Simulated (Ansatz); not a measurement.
**Structure types of Te compared at 450 GPa**

Structure types of Te are relaxed in primitive cells with their symmetry kept at 450 GPa, first on PAW files, then by LAPW. The enthalpy is E + pV at zero temperature, without zero-point motion. Only the types listed were tried, and differences under about 5 meV/atom are mesh noise. The real phase may be another.

Computed with Ansatz 0.2.0; functional LDA, scalar-relativistic. Settings: Fermi–Dirac smearing of 0.05 eV, no spin polarisation. Methods: LAPW: all electrons, basis error target 0.5 meV/atom; PAW: frozen-core files, cutoff 420 eV.

k meshes: bcc 19×19×19, hcp 17×17×9, A7 14×14×14, diamond 14×14×14, beta tin 18×18×18.

Spin–orbit coupling is left out, which matters for the heavy atoms. The PAW files were made under PBE.

Which type is lowest in enthalpy, and by how much?

fcc, 153 meV/atom below hcp. The whole table:

| start type | ends as | a, b, c (Å) | V (Å³/atom) | H − H(lowest), LAPW (meV/atom) | same, PAW |
| --- | --- | --- | --- | --- | --- |
| bcc | bcc, Im-3m | 2.800, 2.800, 2.800 | 10.98 | 290.6 | 290.8 |
| hcp | hcp, P6_3/mmc | 2.508, 2.508, 4.023 | 10.96 | 153.2 | 153.6 |
| A7 | fcc, Fm-3m | 3.522, 3.522, 3.522 | 10.92 | 0.0 | 0.0 |
| diamond | diamond, Fd-3m | 4.762, 4.762, 4.762 | 13.50 | 12409.9 | 12411.3 |
| beta tin | beta tin, I4_1/amd | 4.410, 4.410, 2.354 | 11.45 | 2571.2 | 2572.1 |

Split the lead of fcc over hcp into energy and pV.

For hcp less fcc: ΔE = +60.9 meV/atom, and p·ΔV = 450 GPa × +0.0329 Å³ × 6.242 meV/(GPa·Å³) = +92.3 meV/atom, together 153.2 meV/atom. fcc wins on both counts.
